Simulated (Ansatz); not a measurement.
# C: equilibrium cell

Method: plane-wave DFT with PAW (Ansatz; 420 eV, 500 eV for r²SCAN). Each run relaxes cell and atoms to zero pressure from this start:

```
CELL_PARAMETERS angstrom
1.22805 -2.12706 0.00000
1.22805 2.12706 0.00000
0.00000 0.00000 7.17327
ATOMIC_POSITIONS crystal
C 0.08338 0.91662 0.75314
C 0.58338 0.41662 0.24686
C 0.91662 0.08338 0.24686
C 0.41662 0.58338 0.75314
```

```json
{
  "Γ-centred k-mesh": "18×18×6",
  "occupation rule": "Gaussian smearing, 0.1 eV",
  "spin treatment": "unpolarised"
}
```

Lengths are those of the conventional cell, space group Fmmm.

**Question.** Order by relaxed volume, smallest first.
A. PBE
B. r2SCAN
C. LDA
D. PBEsol

**Answer.** C (8.72 Å³/atom), B (9.29 Å³/atom), D (9.59 Å³/atom), A (11.23 Å³/atom).

```tsv
functional	a (Å)	b (Å)	c (Å)	volume (Å³/atom)	gap on mesh (eV)
LDA	2.446	4.233	6.735	8.72	metal
PBEsol	2.459	4.258	7.323	9.59	metal
PBE	2.467	4.272	8.529	11.23	metal
r2SCAN	2.456	4.253	7.118	9.29	metal
```

This form isn't the element's structure at ambient conditions. The bands only touch here, so at this level the crystal is a zero-gap semiconductor or semimetal, not an ordinary metal.

Cost: 4 runs of about 11 core-minutes in all, on Arm Neoverse V1 (shared hosts).